Q: My sheet of PtSe₂ surely has one band gap, and you offer me eight. Did the atoms move between the calculations?

A: No, every row uses the same atoms in the same places. Only the description of the electrons changes, so the differences can't come from strain or from a longer bond.

Band gaps of a 1T PtSe₂ monolayer (3 atoms per cell, a = 3.703 Å), calculated with Ansatz 0.2.0 (plane-wave PAW) at the fixed r2SCAN-relaxed geometry. Only PBE+SOC includes spin–orbit coupling. Each gap is the smallest found over the k mesh (12 × 12 × 1 or 6 × 6 × 1, depending on the level of theory) and a few added k points, except for LC-wPBE, whose gaps were read on the 6 × 6 × 1 mesh alone.

```tsv
level of theory	band gap (eV)	least direct gap (eV)
PBE	1.394	1.590
r2SCAN	1.593	1.830
HSE06	1.936	2.242
PBE+SOC	1.191	1.441
PBE0	2.561	2.858
LDA	1.293	1.512
r2SCAN0	2.692	2.993
LC-wPBE	6.290	6.598
```

The band gap is the distance from the highest filled level to the lowest empty one, wherever in momentum the two lie. For the least direct gap, both levels must have the same momentum.

Q: The largest gap is more than five times the smallest. What can change that much if the atoms stay put?

A: Mostly the treatment of exchange. An electron must not repel itself, and it keeps away from other electrons of the same spin. Together these effects dig a hole in the charge around it, the exchange hole, and the electron gains energy because that charge is absent.

A filled state enjoys this gain in full. An empty state does not, because an electron added there would meet all the electrons already present. This difference between filled and empty states widens the gap.

Q: Do the simpler methods leave exchange out?

A: They include it, but in a form that blurs the distinction. LDA and PBE build a potential from the density at each point, and PBE also uses its slope. A filled and an empty state in the same region feel the same potential, so both are lowered by roughly the same amount. That is why these two methods usually give small gaps, and why they lie close together here.

A hybrid replaces part of this approximate exchange by exact exchange, calculated from the orbitals themselves. Exact exchange does tell filled from empty. HSE06, PBE0 and r2SCAN0 are such hybrids, and each lies above the simpler method on which it is built.

Q: Then the gap should follow the share of exact exchange. But HSE06 and PBE0 both use a quarter, don't they?

A: They do, at short distances, and yet PBE0 gives a gap 0.62 eV larger. The difference is reach. PBE0 keeps its quarter at any distance, while HSE06 lets it fade over a few ångströms and returns to PBE exchange further out.

The tail matters because the interaction isn't cut at a sharp distance. Its long-range part is smooth and stays finite right up to the electron, so even the nearby charge of the hole contributes to it. In this sheet the long-range part of the quarter opens the gap about as much as the short-range part, which accounts for the 0.54 eV between PBE and HSE06.

Q: Can you see the tail at work, other than in the gap itself?

A: Yes, in the two edges of the gap. From HSE06 to PBE0 the filled edge sinks by 0.33 eV and the empty edge rises by 0.29 eV. The gap opens almost evenly on both sides, as far as edges from separate runs, not referred to the vacuum level, can be compared.

Theory leads us to expect this. Suppose that the long-range interaction has nearly the same value V across the hole. Exact exchange then lowers a filled state by V and an empty one by almost nothing, whereas approximate exchange lowers both by about V/2. Exchanging one treatment for the other moves the filled state down and the empty state up by equal amounts. The argument holds for the long-range part only. From PBE to HSE06, where the short-range part is exchanged, the filled edge sinks by 0.47 eV and the empty edge rises by just 0.07 eV.

Q: Could I estimate the size of the effect with a pocket calculator?

A: You need one length, w, for the spread of a model hole. Picture the missing charge as a Gaussian cloud, falling off as exp(−r²/w²) with distance r from the electron. Its mean interaction with an electron at the centre is 2e²/(√π w), where e² is 14.40 eV Å. The constant in front is therefore 1.128 × 14.40 = 16.25 eV Å, and if an empty state gained nothing from exact exchange, the gap would open by this constant divided by w, times the share of exact exchange.

PBE0 fixes the length, since its exact exchange has no cut-off. Its gap exceeds that of PBE by 1.167 eV, so w = 0.25 × 16.25 / 1.167 = 3.48 Å. Don't take this for the true size of the hole, which is much tighter. An empty state does gain some exact exchange where it overlaps the filled ones, and a formula that ignores this needs too wide a hole to match the gap. So w is an effective length, which also absorbs our choice of a Gaussian and the assumption that approximate exchange moves both edges alike.

Q: And how does the cut-off of HSE06 enter?

A: Its exchange is split smoothly into a short-range and a long-range part with a range length of about 4.8 Å, if we take the usual parameter of this functional; at that distance the short-range part has mostly faded. For the long-range part, w in the formula is replaced by the square root of w² plus the square of that length. This gives √(3.48² + 4.81²) = 5.94 Å.

The long-range quarter is then worth 0.25 × 16.25 / 5.94 = 0.68 eV. HSE06 lacks it, so its gap should exceed that of PBE by 1.167 − 0.684, or roughly 0.48 eV. The calculation gives 0.54 eV, so the estimate is 11 % too low, and HSE06 played no part in setting w.

Q: Is the remaining discrepancy physics?

A: I wouldn't read physics into it. HSE06 and PBE0 were run on a coarser grid of momenta than the simpler methods, and it wasn't checked that exact exchange has converged on that grid. A few momenta were added near the band edges of PBE. For HSE06 those additions lowered the gap by 0.28 eV, because the lowest empty level lies between the points of the coarse grid. The hybrids' own band edges were not searched for separately. The empty edge of PBE itself was read at a neighbouring grid point, and in the other rows on that grid such a reading leaves the gap 0.02 to 0.03 eV higher. The PBE and r2SCAN runs also carry a warning that the exchange–correlation potential is rough where the density is thin, as it is in the vacuum beside the sheet, and the effect on the gaps wasn't tested. So a discrepancy of several hundredths of an electronvolt should be left without a cause.

Q: Now the odd one out. Why does LC-wPBE shoot up to more than 6 eV?

A: It reverses the recipe of HSE06. At short range it uses PBE exchange, and at long range it uses exact exchange in full, not a quarter of it. Its usual range length is about 1.3 Å, well below w, so most of the model hole feels the full effect.

The same formula, with the same w, makes the gap 4.4 eV larger than that of PBE. The calculation gives 4.9 eV, so the estimate is 11 % too low as the table stands. But the LC-wPBE gap was read on the coarse grid alone, without the added momenta that lowered the gaps of HSE06 and PBE0 by 0.28 and 0.30 eV. A similar drop would bring the opening down to about 4.6 eV and the miss to about 5 %. Even then the formula would err in opposite directions: for HSE06 it made the long-range part too large (0.68 against 0.62 eV), here it makes it too small, so no other choice of w would mend both. With w set to zero, the formula would have predicted an opening of about 12 eV, so the estimate depends heavily on the fitted length.

Q: Does that settle the picture for LC-wPBE?

A: It explains the scale, but there is a warning in the numbers. Four times the PBE0 opening would be 4.67 eV, which is what full exact exchange at every distance should give if the effect simply grew with its share. LC-wPBE exceeds even that by 0.23 eV, although it has no exact exchange at short range. The excess is probably an artefact of how the gap was read. LC-wPBE lacks the added momenta, and a drop like the one they brought in HSE06 and PBE0 would remove the excess entirely.

That would still leave the opening close to 4.67 eV, where the missing short-range exchange should have put it clearly lower. Several other causes may therefore play a part. Any error that the coarse grid leaves in the PBE0 opening is multiplied by four in this comparison, and LC-wPBE, with its long-range exchange at full weight, is the row most exposed to such an error itself. Strict proportionality may also fail between a quarter and the whole, for instance because the orbitals contract under full exchange. Or exact exchange at very short range may do little to open this gap. I haven't tested any of these.

Q: Should I believe a gap of 6 eV?

A: Not as a prediction for your sheet. In a real solid the other electrons rearrange and weaken the interaction between an electron and distant charge. LC-wPBE leaves its long-range exchange at full strength, and it is well known to give gaps that are much too large in extended materials.

A single sheet is a delicate case, because field lines escape into the vacuum, where nothing screens them. Screening therefore fades at large distances, and it isn't obvious how much of the exchange tail one should keep. The distance between HSE06 and PBE0 shows how strongly the answer depends on that choice.

Q: While the gap grows so much, does the sheet turn into a direct-gap material?

A: No, it stays indirect in every row. The least direct gap exceeds the band gap by only 0.20 to 0.31 eV throughout, even though the gap itself grows by several electronvolts. Near the gap, exact exchange mainly pushes the filled and empty bands apart. It does reshape them a little: the highest filled level lies just off zero momentum in LDA, PBE and r2SCAN but at zero momentum in HSE06 and PBE0, and the excess grows from 0.20 eV in PBE to about 0.30 eV in the hybrids. On the coarse grid the direct gap was read at few momenta, so the true least value may be somewhat lower. This applies most to LC-wPBE, which had no added momenta: both of its gaps are probably too large, and the difference between them is the least certain in the table.

Q: r2SCAN has no exact exchange, yet its gap is larger than that of PBE. Doesn't that break your rule?

A: It adds a smaller effect. r2SCAN also looks at the kinetic energy density, which depends on how quickly the orbitals vary in space. Its potential can therefore treat two orbitals differently even where they share the same density. This is the usual explanation for its larger gaps. Here the gap is 0.22 eV larger than that of PBE when both are read on the same grid of momenta.

The effect survives in the hybrids, but it shrinks: r2SCAN0 lies only 0.13 eV above PBE0. Part of the reduction is to be expected, since a quarter of the r2SCAN exchange has been replaced by exact exchange. The exact exchange itself does nearly the same work in both families, opening the gap by 1.10 eV from r2SCAN and by 1.17 eV from PBE.

Q: And why does PBE+SOC have the smallest gap of all, below even LDA?

A: SOC stands for spin–orbit coupling, the link between an electron's spin and its motion around the nucleus. It is strong in heavy atoms such as platinum and noticeable in selenium. Without it, the highest filled level at zero momentum should be a pair of states with equal energy, as it is in the PBE0 run. Spin–orbit coupling splits such a pair, and the upper partner moves towards the gap.

The edges fit this. The highest filled level lies just off zero momentum in plain PBE and at zero momentum once spin–orbit coupling is on, so the two edges need not be the same state. The filled edge rises by 0.20 eV, while the empty edge rises by only 0.02 eV. On a common grid the gap shrinks by 0.18 eV; the table shows slightly more because the empty edge of plain PBE was read at a neighbouring momentum.

Q: So the hybrid gaps should come down as well?

A: Very probably, because the hybrids here were run without spin–orbit coupling and PBE0 has this pair of equal levels at the top. If the shift found with PBE carries over unchanged, HSE06 would drop from 1.94 to about 1.76 eV. That sum assumes that the two effects simply add, which only a hybrid calculation with spin–orbit coupling could confirm.

Q: If a colleague quotes a gap from yet another hybrid, what should I ask?

A: Ask what share of exact exchange it contains, how far that exchange reaches, and whether spin–orbit coupling was included. A hybrid built on PBE with the same quarter, but with a cut-off further out than in HSE06, should land between HSE06 and PBE0. Its place in that order reflects how exchange was treated. It doesn't tell you how close the gap is to that of your sample.
